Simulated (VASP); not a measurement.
# SnTe (Fm-3m) in VASP: settings compared

Aim: see how the results for SnTe move with the level of theory and the settings. Levels: PBE, LDA. Tasks: relaxation of cell and atoms.

Program: VASP 6.6.1. These are calculated values, not measurements. Logs are shortened: lines on timing, memory, paths and dates and some standing lists are left out, and cuts for length are marked.

## (1) Starting point

The structure is cubic, space group Fm-3m (No. 225). Conventional cell: a = 6.302 Å, b = 6.302 Å, c = 6.302 Å, α = 90.00°, β = 90.00°, γ = 90.00°. Around Sn (site symmetry m-3m) lie 6 Te at 3.15 Å. Te (site symmetry m-3m) is surrounded by 6 Sn at 3.15 Å.

## (2) Relaxation of cell and atoms, PBE

Contents of INCAR:

```
PREC = Accurate ; ENCUT = 600
EDIFF = 1E-6 ; ISMEAR = 0
SIGMA = 0.03 ; LREAL = False
LASPH = True ; NELM = 80
ALGO = Normal ; ISIF = 3
LWAVE = False ; LCHARG = False
GGA = PE ; IBRION = 2
NSW = 90 ; EDIFFG = -0.01
```

Contents of KPOINTS:

```
Automatic mesh
0
Gamma
  10 10 10
```

Contents of POSCAR:

```
SnTe
1.0
    0.0000000000      3.1508500000      3.1508500000
    3.1508500000      0.0000000000      3.1508500000
    3.1508500000      3.1508500000      0.0000000000
Sn Te
1 1
Direct
    0.0000000000      0.0000000000      0.0000000000
    0.5000000000      0.5000000000      0.5000000000
```

Potentials or basis: VASP PAW PBE potentials, release 64 (Sn_d, Te).

Run with:

```bash
> cat potpaw_PBE.64/Sn_d/POTCAR potpaw_PBE.64/Te/POTCAR > POTCAR
> mpirun -np 1 vasp_std > vasp.out
```

OUTCAR:

```text
PREC = Accurate
   ENCUT = 600
   EDIFF = 1E-6
   ISMEAR = 0
   LREAL = False
   LASPH = True
   NELM = 80
   ISIF = 3
   GGA = PE
   IBRION = 2
   NSW = 90
   EDIFFG = -0.01

 ion  position               nearest neighbor table
   1  0.000  0.000  0.000-   2 3.15   2 3.15   2 3.15   2 3.15   2 3.15   2 3.15
   2  0.500  0.500  0.500-   1 3.15   1 3.15   1 3.15   1 3.15   1 3.15   1 3.15

  LATTYP: Found a face centered cubic cell.
 ALAT       =     6.3017000000

  Lattice vectors:

 A1 = (   0.0000000000,   3.1508500000,   3.1508500000)
 A2 = (   3.1508500000,   0.0000000000,   3.1508500000)
 A3 = (   3.1508500000,   3.1508500000,   0.0000000000)

Analysis of symmetry for initial positions (statically):
=====================================================================
 Subroutine PRICEL returns:
 Original cell was already a primitive cell.

 Routine SETGRP: Setting up the symmetry group for a
 face centered cubic supercell.

 Subroutine GETGRP returns: Found 48 space group operations
 (whereof 48 operations were pure point group operations)
 out of a pool of 48 trial point group operations.

The static configuration has the point symmetry O_h .

Analysis of symmetry for dynamics (positions and initial velocities):
=====================================================================
 Subroutine PRICEL returns:
 Original cell was already a primitive cell.

 Routine SETGRP: Setting up the symmetry group for a
 face centered cubic supercell.

 Subroutine GETGRP returns: Found 48 space group operations
 (whereof 48 operations were pure point group operations)
 out of a pool of 48 trial point group operations.

The dynamic configuration has the point symmetry O_h .

 Subroutine INISYM returns: Found 48 space group operations
 (whereof 48 operations are pure point group operations),
 and found     1 'primitive' translations

----------------------------------------------------------------------------------------

                                     Primitive cell

  volume of cell :      62.5624

  direct lattice vectors                    reciprocal lattice vectors
     0.000000000  3.150850000  3.150850000    -0.158687338  0.158687338  0.158687338
     3.150850000  0.000000000  3.150850000     0.158687338 -0.158687338  0.158687338
     3.150850000  3.150850000  0.000000000     0.158687338  0.158687338 -0.158687338

  length of vectors
     4.455974803  4.455974803  4.455974803     0.274854533  0.274854533  0.274854533

  position of ions in fractional coordinates (direct lattice)
     0.000000000  0.000000000  0.000000000
     0.500000000  0.500000000  0.500000000

  ion indices of the primitive-cell ions
   primitive index   ion index
                 1           1
                 2           2

----------------------------------------------------------------------------------------

 KPOINTS: Automatic mesh

Automatic generation of k-mesh.
 Grid dimensions read from file:
 generate k-points for:   10   10   10

 Generating k-lattice:

  Cartesian coordinates                     Fractional coordinates (reciprocal lattice)
    -0.015868734  0.015868734  0.015868734     0.100000000  0.000000000  0.000000000
     0.015868734 -0.015868734  0.015868734     0.000000000  0.100000000  0.000000000
     0.015868734  0.015868734 -0.015868734     0.000000000  0.000000000  0.100000000

  Length of vectors
     0.027485453  0.027485453  0.027485453

  Shift w.r.t. Gamma in fractional coordinates (k-lattice)
     0.000000000  0.000000000  0.000000000

 Subroutine IBZKPT returns following result:
 ===========================================

 Found     47 irreducible k-points:

 Following reciprocal coordinates:
            Coordinates               Weight
  0.000000  0.000000  0.000000      1.000000
  0.100000  0.000000  0.000000      8.000000
  0.200000  0.000000  0.000000      8.000000
  0.300000  0.000000  0.000000      8.000000
  0.400000  0.000000  0.000000      8.000000
  0.500000  0.000000  0.000000      4.000000
[... 16 lines left out ...]
  0.300000  0.300000  0.000000      6.000000
  0.400000  0.300000  0.000000     24.000000
 [... further k-points ...]
   k-points           NKPTS =     47   k-points in BZ     NKDIM =     47   number of bands    NBANDS=     14
   number of dos      NEDOS =    301   number of ions     NIONS =      2
   total plane-waves  NPLWV =  46656
   dimension x,y,z NGX =    36 NGY =   36 NGZ =   36
   dimension x,y,z NGXF=    72 NGYF=   72 NGZF=   72
   ions per type =               1   1
   NGX,Y,Z   is equivalent  to a cutoff of  13.43, 13.43, 13.43 a.u.
   NGXF,Y,Z  is equivalent  to a cutoff of  26.86, 26.86, 26.86 a.u.
 SYSTEM =  unknown system
   PREC   = accura    normal or accurate (medium, high low for compatibility)
   ISTART =      0    job   : 0-new  1-cont  2-samecut
   ICHARG =      2    charge: 1-file 2-atom 10-const
   ISPIN  =      1    spin polarized calculation?
   LNONCOLLINEAR =      F non collinear calculations
   LSORBIT =      F    spin-orbit coupling
   LASPH  =      T    aspherical Exc in radial PAW
   ENCUT  =  600.0 eV  44.10 Ry    6.64 a.u.   8.90  8.90  8.90*2*pi/ulx,y,z
   NELM   =     80;   NELMIN=  2; NELMDL= -5     # of ELM steps
   EDIFF  = 0.1E-05   stopping-criterion for ELM
   LREAL  =      F    real-space projection
   EDIFFG = -.1E-01   stopping-criterion for IOM
   NSW    =     90    number of steps for IOM
   IBRION =      2    ionic relax: 0-MD 1-quasi-New 2-CG
   NFREE  =      1    steps in history (QN), initial steepest desc. (CG)
   ISIF   =      3    stress and relaxation
   ISYM   =      2    0-nonsym 1-usesym 2-fastsym
   POTIM  = 0.5000    time-step for ionic-motion
   TEBEG  =    0.0;   TEEND  =   0.0 temperature during run
   PSTRESS=    0.0 pullay stress
   NELECT =      20.0000    total number of electrons
   NUPDOWN=      -1.0000    fix difference up-down
   EMIN   =  10.00;   EMAX   =-10.00  energy-range for DOS
   EFERMI =   0.00;   METHOD = LEGACY
   ISMEAR =     0;   SIGMA  =   0.03  broadening in eV -4-tet -1-fermi 0-gaus
   EFERMI_NEDOS =   21; number of points for ismear=-14 and -15
   IALGO  =     38    algorithm
   IMIX   =      4    mixing-type and parameters
     AMIX     =   0.40;   BMIX     =  1.00
     AMIX_MAG =   1.60;   BMIX_MAG =  1.00
  volume/ion in A,a.u.               =      31.28       211.10
  Fermi-wavevector in a.u.,A,eV,Ry     =   1.119387  2.115336 17.048485  1.253028
  Thomas-Fermi vector in A             =   2.256026
   LORBIT       =      0    0 simple, 1 ext, 2 COOP (PROOUT), +10 PAW based schemes
   GGA     = PE    functional components
   LHFCALC =     F    Hartree Fock is set to
   AEXX    =    0.0000 exact exchange contribution
   IVDW    =     0    specifies the selected vdW correction
   LEPSILON=     F    determine dielectric tensor
   LRPA    =     F    only Hartree local field effects (RPA)
 conjugate gradient relaxation of ions
 non-spin polarized calculation
 Gauss-broadening in eV      SIGMA  =   0.03
  energy-cutoff  :      600.00
  volume of cell :       62.56
 maximum number of plane-waves:      2108
   NGX = 17   NGY = 17   NGZ = 17

--------------------------------------- Ionic step        1  -------------------------------------------

 number of electron      19.9999998 magnetization

 Free energy of the ion-electron system (eV)
  ---------------------------------------------------
  ext. energy  EPLUGINS =         0.00000000
  ---------------------------------------------------
  free energy    TOTEN  =        -7.54259909 eV

  energy without entropy =       -7.54258830  energy(sigma->0) =       -7.54259370

------------------------ aborting loop because EDIFF is reached ----------------------------------------

  FORCE on cell =-STRESS in cart. coord.  units (eV):
  Direction    XX          YY          ZZ          XY          YZ          ZX
  --------------------------------------------------------------------------------------
  -------------------------------------------------------------------------------------
  Total        0.8728491      0.8728491      0.8728491      0.0000000      0.0000000      0.0000000
  in kB       22.3530388     22.3530388     22.3530388      0.0000000      0.0000000      0.0000000
  external PRESSURE =      22.3530388 kB  Pullay stress =       0.0000000 kB
[... 57 lines left out ...]
  energy  without entropy=       -7.5636529319  energy(sigma->0) =       -7.56366312

--------------------------------------- Ionic step        3  -------------------------------------------

 number of electron      20.0000005 magnetization

 Free energy of the ion-electron system (eV)
  ---------------------------------------------------
  ext. energy  EPLUGINS =         0.00000000
  ---------------------------------------------------
  free energy    TOTEN  =        -7.56475839 eV

  energy without entropy =       -7.56469469  energy(sigma->0) =       -7.56472654

 E-fermi :   6.3495     XC(G=0):  -9.2646

 val. band max:        6.3234219291   @ k =   0.5000   0.0000   0.0000
 cond. band min:       6.3755271943   @ k =   0.5000   0.0000   0.0000
 fundamental gap:      0.0521052651
 Fermi energy:         6.3494745617

 k-point     1 :       0.0000    0.0000    0.0000
  band No.  band energies     occupation
      1     -15.5566      2.00000
      2     -15.5566      2.00000
      3     -15.5536      2.00000
      4     -15.5536      2.00000
      5     -15.5536      2.00000
      6      -6.1025      2.00000
      7       1.4578      2.00000
      8       4.3250      2.00000
      9       4.3250      2.00000
     10       4.3250      2.00000
     11       9.5697      0.00000
     12       9.5697      0.00000
     13       9.5697      0.00000
     14      11.1735      0.00000
[... 375 lines left out ...]
 k-point    24 :       0.4000    0.3000    0.0000
  band No.  band energies     occupation
      1     -15.5661      2.00000
      2     -15.5554      2.00000
      3     -15.5542      2.00000
      4     -15.5471      2.00000
      5     -15.5468      2.00000
      6      -5.0291      2.00000
      7      -0.4585      2.00000
      8       2.6027      2.00000
      9       3.1565      2.00000
     10       3.3225      2.00000
     11       9.2048      0.00000
     12      10.0008      0.00000
     13      10.1354      0.00000
     14      10.4318      0.00000

 [... further k-points ...]

------------------------ aborting loop because EDIFF is reached ----------------------------------------

  FORCE on cell =-STRESS in cart. coord.  units (eV):
  Direction    XX          YY          ZZ          XY          YZ          ZX
  --------------------------------------------------------------------------------------
  -------------------------------------------------------------------------------------
  Total       -0.0042807     -0.0042807     -0.0042807      0.0000000      0.0000000      0.0000000
  in kB       -0.1041459     -0.1041459     -0.1041459      0.0000000      0.0000000      0.0000000
  external PRESSURE =      -0.1041459 kB  Pullay stress =       0.0000000 kB
[... 17 lines left out ...]
  FREE ENERGIE OF THE ION-ELECTRON SYSTEM (eV)
  ---------------------------------------------------
  free  energy   TOTEN  =        -7.5647583892 eV

  energy  without entropy=       -7.5646946934  energy(sigma->0) =       -7.56472654

 reached required accuracy - stopping structural energy minimisation
```

Wall time 33 s (1 thread of Intel Xeon 6975P-C (Granite Rapids), shared host); peak memory 0.25 GiB.

What came out:

| Quantity | Value |
| --- | --- |
| Free energy | -7.5648 eV |
| Relaxed volume | 32.93 Å³/atom |
| Relaxed cell | a = 4.533 Å, b = 4.533 Å, c = 4.533 Å, α = 60.00°, β = 60.00°, γ = 60.00° |
| Space group after relaxing (to 0.05 Å) | Fm-3m (No. 225) |
| Energy gained by relaxing | 11.1 meV/atom |
| Ionic steps | 3 |
| Pressure after relaxing | 0.0 GPa |
| Band gap on the k mesh | 0.05 eV, direct |

The path:
| step | energy change (eV) | largest force (eV/Å) | pressure (GPa) | volume (Å³) |
| --- | --- | --- | --- | --- |
| 1 | 0.0000 | 0.0000 | 2.24 | 62.56 |
| 2 | -0.0211 | 0.0000 | -0.43 | 66.60 |
| 3 | -0.0222 | 0.0000 | -0.01 | 65.85 |

Final structure:
```yaml
crystal:
  lattice:
    - [0.00000, 3.20518, 3.20518]
    - [3.20518, 0.00000, 3.20518]
    - [3.20518, 3.20518, 0.00000]
  atoms:
    - { symbol: Sn, position: [0.00000, 0.00000, 0.00000] }
    - { symbol: Te, position: [0.50000, 0.50000, 0.50000] }
```

Caveat: spin-orbit coupling is left out, which moves the levels of the heavy elements. PBE usually gives volumes a little too large and moduli too small.

## (3) Relaxation of cell and atoms, PBE

This run uses another cell than the first one, of 32.93 Å³/atom, 1.053 times its volume.

Contents of INCAR:

```
PREC = Accurate ; ENCUT = 600
EDIFF = 1E-7 ; ISMEAR = 0
SIGMA = 0.03 ; LREAL = False
LASPH = True ; NELM = 80
ALGO = Normal ; ISIF = 3
LWAVE = False ; LCHARG = False
GGA = PE ; IBRION = 2
NSW = 90 ; EDIFFG = -0.005
```

KPOINTS is that of step 2.

Contents of POSCAR:

```
SnTe                                    
1.0
    0.0000000000      3.2051809016      3.2051809016
    3.2051809016      0.0000000000      3.2051809016
    3.2051809016      3.2051809016      0.0000000000
  Sn              Te            
     1     1
Direct
     0.0000000000000000    0.0000000000000000    0.0000000000000000
     0.5000000000000000    0.5000000000000000    0.5000000000000000
```

Potentials or basis: VASP PAW PBE potentials, release 64 (Sn_d, Te).

Run with:

```bash
> cat potpaw_PBE.64/Sn_d/POTCAR potpaw_PBE.64/Te/POTCAR > POTCAR
> mpirun -np 1 vasp_std > vasp.out
```

Run time: 18 s. Hardware: 1 thread of Intel Xeon 6975P-C (Granite Rapids), shared host; peak memory 0.24 GiB.

It converged, with:

```
Free energy             : -7.5650 eV
Pressure after relaxing : 0.0 GPa
Band gap on the k mesh  : 0.05 eV, direct
```

Final structure:
```
CELL_PARAMETERS angstrom
0.00000 3.20518 3.20518
3.20518 0.00000 3.20518
3.20518 3.20518 0.00000
ATOMIC_POSITIONS crystal
Sn 0.00000 0.00000 0.00000
Te 0.50000 0.50000 0.50000
```

Levels at points of the mesh, in eV from the valence-band top:
```csv
k point,band 8,band 9,band 10,band 11,band 12,band 13
"(0.00, 0.00, 0.00)",-2.00,-2.00,-2.00,3.25,3.25,3.25
"(0.50, 0.00, 0.00)",-1.67,-1.67,0.00,0.05,0.45,0.45
"(0.50, 0.50, 0.00)",-5.21,-3.49,-3.49,2.38,4.69,4.69
```

Caveat: the relaxation stopped at its first step, so nothing moved; spin-orbit coupling is left out, which moves the levels of the heavy elements.

## (4) Relaxation of cell and atoms, LDA

Contents of INCAR:

```
PREC = Accurate
ENCUT = 600
EDIFF = 1E-6
ISMEAR = 0
SIGMA = 0.03
LREAL = False
LASPH = True
NELM = 80
ALGO = Normal
ISIF = 3
LWAVE = False
LCHARG = False
GGA = CA
IBRION = 2
NSW = 90
EDIFFG = -0.01
```

KPOINTS is that of step 3.

Contents of POSCAR:

```
SnTe
1.0
    0.0000000000      3.1508500000      3.1508500000
    3.1508500000      0.0000000000      3.1508500000
    3.1508500000      3.1508500000      0.0000000000
Sn Te
1 1
Direct
    0.0000000000      0.0000000000      0.0000000000
    0.5000000000      0.5000000000      0.5000000000
```

Potentials or basis: VASP PAW LDA potentials, release 64 (Sn_d, Te).

Run with:

```bash
> cat potpaw_LDA.64/Sn_d/POTCAR potpaw_LDA.64/Te/POTCAR > POTCAR
> mpirun -np 1 vasp_std > vasp.out
```

Run time: 44 s. Hardware: 1 thread of Intel Xeon 6975P-C (Granite Rapids), shared host; peak memory 0.2 GiB.

The run converged. Its results:

| Property | Result |
| --- | --- |
| Free energy | -8.8326 eV |
| Relaxed volume | 30.36 Å³/atom |
| Relaxed cell | a = 4.412 Å, b = 4.412 Å, c = 4.412 Å, α = 60.00°, β = 60.00°, γ = 60.00° |
| Space group after relaxing (to 0.05 Å) | Fm-3m (No. 225) |
| Energy gained by relaxing | 4.2 meV/atom |
| Ionic steps | 3 |
| Pressure after relaxing | 0.0 GPa |
| Band gap on the k mesh | 0.21 eV, direct |

The path:
| step | energy change (eV) | largest force (eV/Å) | pressure (GPa) | volume (Å³) |
| --- | --- | --- | --- | --- |
| 1 | 0.0000 | 0.0000 | -1.45 | 62.56 |
| 2 | -0.0073 | 0.0000 | 0.58 | 60.03 |
| 3 | -0.0085 | 0.0000 | 0.00 | 60.72 |

Final structure:
```
Sn Te
1.0
     0.00000    3.11957    3.11957
     3.11957    0.00000    3.11957
     3.11957    3.11957    0.00000
Sn Te
1 1
Direct
  0.00000 0.00000 0.00000
  0.50000 0.50000 0.50000
```

Levels at points of the mesh, in eV from the valence-band top:
```tsv
k point	band 7	band 8	band 9	band 10	band 11	band 12	band 13	band 14
(0.00, 0.00, 0.00)	-4.60	-2.14	-2.14	-2.14	3.42	3.42	3.42	4.79
(0.50, 0.00, 0.00)	-8.48	-1.77	-1.77	0.00	0.21	0.36	0.36	7.87
(0.50, 0.50, 0.00)	-6.51	-5.71	-3.80	-3.80	2.13	5.07	5.07	6.60
```

Caveat: spin-orbit coupling is left out, which moves the levels of the heavy elements. LDA usually gives volumes a few per cent too small.

(Part 1 of 2 ends here.)
